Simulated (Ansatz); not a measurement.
input.yaml (Ansatz)

```yaml
crystal:
  lattice:
    - [0.0, 2.6561649383, 2.6561649383]
    - [2.6561649383, 0.0, 2.6561649383]
    - [2.6561649383, 2.6561649383, 0.0]
  atoms:
    - { symbol: La, position: [0.0, 0.0, 0.0], spin: 1.0 }
hamiltonian:
  xc: r2scan
  pseudopotentials:
    kind: paw
    azcp:
      La: "pseudopotentials/La.paw.azcp"
basis:
  ecutwfc: 500
  fft_grid_basis: typed
kpoints:
  mp_grid: { grid: [17, 17, 17], shift: [0, 0, 0] }
magnetization:
  spin_polarized: true
scf:
  occupations: { method: fermi_dirac, width: 0.05 }
```

Terminal output

```
Engine: ansatz 0.2.0, aarch64-unknown-linux-gnu
Pseudopotentials: kind: paw
Pseudopotential: La, paw, valence charge 11, recommended cutoff 500 eV (meta_gga) 
Functional definition: r2SCAN
  parameter k0 = 0.174
  parameter k1 = 0.065
  parameter a1 = 4.9479
  exchange = r2scan_x(k0 = k0, k1 = k1, a1 = a1)
  correlation = r2scan_c
Crystal: 1 atoms, lattice volume = 37.480 Å³
Basis set: ecut = 500 eV, 941 PW (Γ), exchange–correlation on 120×120×120 points (64 copies of the dense FFT grid, shifted against one another)
Bands: 10, of which v1, the nominal top of the filled ones, is band 6 counted from 1 (5 counted from 0)
Symmetry: 48 space group operations
Space group: Fm-3m (ITA 225), of the structure as read, at distance tolerance 3.3e-5 Å
Magnetic group: BNS 225.116 (UNI 1618), of the structure as read, at distance tolerance 3.3e-5 Å
k-points: 165 of 4913
Non-local potential: La, projectors of the file, l = 0: 3, l = 1: 2, l = 2: 2, l = 3: 3
PAW form: soft (Blöchl's): semilocal exchange-correlation on the pseudo side does not see the compensation charge
PAW frozen core: La, regenerated for the run's functional (the file was generated under x = pbe(κ = 0.804, μ = 0.2195149727645171), c = pbe(β = 0.06672455060314922))
PAW one-centre angular grid: La, 974 points (default); XC on 160 Gauss nodes
Initial density: superposition of atomic densities (chi_scale 0.1, normalization cell)
Starting moments: Σ|m| = 1 μB on 1 of 1 site
Initial wavefunctions: pseudopotential atomic-orbital guess
Functional: x = r2scan, c = r2scan; τ floored in thin density (d = 2e-4 eV/Å³)
iter 1 solved again at ethr=2.59e-3 eV; its pass at ethr=3.10e-3 eV (dr2=2.85e-1 eV) is discarded
SCF iter   1: F=—  HF=-6264.495453 eV  |F-HF|=—  |Δ(HF+E_count)|=         —  Δρ=2.15e-2 (↑2.15e-2 ↓9.55e-3)  dr2=3.00e-1  dr2_τ=2.26e-3  dr2_m=3.74e-2  M=0.534 μB ∫|m|=0.534 μB  β_m=0.64  ethr=2.59e-3  ⟨swp⟩=1.8  Hψ=23753  notcnv=0
Mixer restart at iter 1: flushing history
SCF iter   2: F=—  HF=-6264.599150 eV  |F-HF|=—  |Δ(HF+E_count)|=   1.04e-1  Δρ=1.25e-2 (↑1.25e-2 ↓7.99e-3)  dr2=1.48e-1  dr2_τ=8.76e-4  dr2_m=7.17e-3  M=0.460 μB ∫|m|=0.460 μB  β_m=0.47  ethr=2.59e-3  ⟨swp⟩=2.9  Hψ=5820  notcnv=0  κ⁻¹=1.0e0(r=1)
SCF iter   3: F=—  HF=-6264.660789 eV  |F-HF|=—  |Δ(HF+E_count)|=         —  Δρ=5.03e-3 (↑1.07e-3 ↓5.03e-3)  dr2=9.17e-3  dr2_τ=1.62e-4  dr2_m=2.85e-3  M=0.245 μB ∫|m|=0.245 μB  β_m=1.00  ethr=1.34e-3  ⟨swp⟩=4.0  Hψ=7678  notcnv=0  defer=1
...
SCF iter  14: F=—  HF=-6264.672970 eV  |F-HF|=—  |Δ(HF+E_count)|=   1.22e-8  Δρ=3.70e-7 (↑3.17e-7 ↓3.70e-7)  dr2=1.34e-11  dr2_τ=1.15e-12  dr2_m=3.42e-11  M=-0.000 μB ∫|m|=0.000 μB  β_m=1.00  ethr=1.00e-12  ⟨swp⟩=3.0  Hψ=5730  notcnv=0  defer=2  κ⁻¹=2.3e-7(r=8)
SCF iter  15: F=—  HF=-6264.672970 eV  |F-HF|=—  |Δ(HF+E_count)|=   4.71e-9  Δρ=5.07e-7 (↑5.00e-7 ↓5.07e-7)  dr2=3.61e-12  dr2_τ=4.52e-12  dr2_m=8.53e-11  M=-0.000 μB ∫|m|=0.000 μB  β_m=1.00  ethr=1.00e-12  ⟨swp⟩=1.0  Hψ=10170  notcnv=0  κ⁻¹=4.7e-7(r=8)
SCF iter  16: F=—  HF=-6264.672970 eV  |F-HF|=—  |Δ(HF+E_count)|=   1.31e-9  Δρ=2.12e-7 (↑2.10e-7 ↓2.12e-7)  dr2=1.98e-13  dr2_τ=8.03e-13  dr2_m=1.53e-11  M=-0.000 μB ∫|m|=0.000 μB  β_m=1.00  ethr=1.00e-12  ⟨swp⟩=3.1  Hψ=6981  notcnv=0  κ⁻¹=4.6e-6(r=8)
SCF iter  17: F=-6264.672970 eV  HF=-6264.672970 eV  |F-HF|=1.27e-11  |Δ(HF+E_count)|=  2.19e-10  Δρ=1.03e-7 (↑1.02e-7 ↓1.03e-7)  dr2=1.13e-14  dr2_τ=1.88e-13  dr2_m=3.64e-12  M=-0.000 μB ∫|m|=0.000 μB  ethr=1.00e-12  ⟨swp⟩=2.9  Hψ=6886  notcnv=0
SCF 1 converged in 17 iterations: F = -6264.672970 eV  dr2 = 1.13e-14
WARN: the starting moments were not kept: the SCF closed with an absolute magnetisation of 3.6e-5 μB, where they sum to 1 μB in size (1 site). That is at most 0.1 of that sum. Measured as dr2_m measures the in/out step, that magnetisation stands 8.5e-11 eV from none, at or under the dr2_threshold of 1.0e-7 eV: it is no larger than a step whose dr2_m would equal this threshold. The system may hold no moment; this SCF shows only that its start led to no more than that. To try another start: raise the starting moments (crystal.atoms[].spin, magnetization.per_species, magnetization.initial_magnetization, or on a non-collinear deck that types none of these the spinor_matrix: blocks that start its atoms; where the total moment is fixed, keep their sum and leave initial_magnetization as it is; typed ones take the place of any that the run laid by itself, positive ones on a crystal's lanthanoids without a Hubbard term where scf.initial_density.shell_occupations: [] is typed) or, if the notice of its spin-set hold's release reads "site moments contracting" or "site moments show no strong build", lengthen the hold (scf.mixing.spin_hold: { on: { confirm: 4 } }; for m-r²SCAN on two components see the key's manual first). Each may lead to a state that holds a moment. A second SCF, from the converged charge density, with the starting moments and any scf.initial_density.shell_occupations laid on it anew, would have followed, and was not run: the deck does not ask for one (magnetization.retry_lost_moments is false, the default). To let it run, set magnetization.retry_lost_moments: true and run the deck again, where that key's refused combinations let it; where memory then withholds it, that run's warning says so.
this state was not tested for a lower state beside it, because the mixer in use, unlike msr1, does not test its closes by its own steps (another_mixer; see scf.mixing.algorithm and scf.lower_state_search)
SCF converged after 17 iterations
Magnetization: -0.0000 μB (5.5000 up, 5.5000 down)
Absolute magnetization: 0.0000 μB (∫|ρ↑−ρ↓|, with the PAW one-centre terms)
Spin contamination: 0.0000 ħ² per cell (⟨S²⟩ above its minimum at these occupations)
Per-site moments (μB) at R_I (Å): [(-2.091821294134667e-5, 1.549508597853049)]
Free energy (F): -6264.672970 eV
Harris-Foulkes:  -6264.672970 eV  (|F-HF|=1.27e-11)
Internal energy: -6264.656554 eV  (E = F + TS)
E sigma→0 (E₀):  -6264.664762 eV
Entropy (-TS):   -0.016417 eV (-16.417 meV/atom)
Fermi energy:    11.000287 eV
--- Per-component energies (eV) ---
  E_band       = -52.415600
  E_kinetic    = 192.657980
  E_local      = -335.082718  (includes V_loc(G=0)·N_el)
  E_nonlocal   = 92.762699
  E_hartree    = 105.392569
  E_xc         = -131.816891
  E_vxc        = -160.197876  (∫ρ·V_xc dr)
  E_paw        = -5436.758910  (= ΣΔE_a)
  E_vpaw       = -61.691104  (= ΣTr[D̂ρ^β])
  E_aug_tail   = 0.000000  (compensation charges beyond the density's cutoff)
  E_vtau       = 8.350281  (kinetic-family band-sum trace: ∫τ·v_τ [+ j·A + Jᵃ·Aᵃ] dr)
  E_ewald      = -751.879795
  E_core_change = 0.068512  (= ΣΔE_core)
  E_smearing   = -0.016417  (= −TS)
  E_closure    = 0.000000  (closes the sum)
  Σ components = -6264.672970   (vs F -6264.672970, Δ=0.00e0)
```
